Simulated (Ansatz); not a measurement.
## Ligand exchange: CH6O2Sn + C4H10O → CH6O3Sn + C4H10

Species: CH6O2Sn `C[O][SnH2][OH]`, singlet; C4H10O `CCCCO`, singlet; CH6O3Sn `C[O][SnH]([OH])[OH]`, singlet; C4H10 (butane) `CCCC`, singlet. The partners trade H for OH: Sn–H and C–OH bonds give way to Sn–OH and C–H.

Shapes, held fixed at every level: PBE0-D4/def2-TZVP. Flexible molecules stand in one conformer, not always the lowest. Programs: Ansatz 0.2.0. Electronic energies: no zero-point or thermal term.

| level | kind | ΔE (kJ/mol) | less CCSD(T)/def2-TZVPP |
| --- | --- | --- | --- |
| HF/def2-TZVPP | Hartree–Fock | -112.8 | +9.4 |
| r2SCAN-D4/def2-TZVPP | meta-GGA | -123.6 | -1.4 |
| B3LYP-D4/def2-TZVPP | global hybrid | -120.6 | +1.6 |
| wB97M-V/def2-TZVPP | range-separated hybrid | -119.2 | +3.0 |
| B2PLYP/def2-TZVPP | double hybrid | -124.8 | -2.6 |
| MP2/def2-TZVPP | perturbation theory | -131.4 | -9.2 |
| CCSD/def2-TZVPP | coupled cluster or CI | -119.9 | +2.3 |
| CCSD(T)/def2-TZVPP | coupled cluster or CI | -122.2 | 0.0 |

The highest level, CCSD(T)/def2-TZVPP, gives ΔE = -122.2 kJ/mol; the levels span -131.4 to -112.8. The column of differences is taken from that level and isn't an error. No measured value is set beside it here. For atoms past krypton def2 sets carry core potentials with scalar relativity. Correlated rows may include outer-core shells of Sn, which these sets cover unevenly.
